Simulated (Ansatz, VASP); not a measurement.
# SrTiO3: VASP beside Ansatz

```
Sr Ti O
1.0
     3.93869   -0.09410   -0.09410
    -0.09410    3.93869   -0.09410
    -0.09410   -0.09410    3.93869
Sr Ti O
1 1 3
Direct
  0.00000 0.00000 0.00000
  0.50000 0.50000 0.50000
  0.00000 0.50000 0.50000
  0.50000 0.00000 0.50000
  0.50000 0.50000 0.00000
```

Alike in both runs: task single point; functional PBE; k mesh 8 × 8 × 8; occupations gaussian, width 0.05 eV; no spin polarisation.

|  | VASP | Ansatz |
| --- | --- | --- |
| version | VASP 6.6.1 | Ansatz 0.2.0 |
| potentials or method | VASP PAW PBE potentials, release 64 (Sr_sv, Ti_sv, O) | scalar-relativistic, plane waves, PAW |
| plane-wave cutoff (eV) | 520 | 420 |
| valence electrons in the cell | 40 | 40 |

|  | VASP | Ansatz | Ansatz less VASP |
| --- | --- | --- | --- |
| gap on the k mesh at the Fermi level (eV) | 1.53 | 1.56 | +0.029 |
| least direct gap on the mesh (eV) | 1.75 | 1.78 | +0.023 |
| pressure (GPa) | 0.9 | 0.2 | -0.62 |
| largest component of the traceless stress (GPa) | 5.40 | 5.39 | -0.011 |

A k mesh can miss the band edges. A hybrid or GW would open this gap; PBE tends to underestimate it.
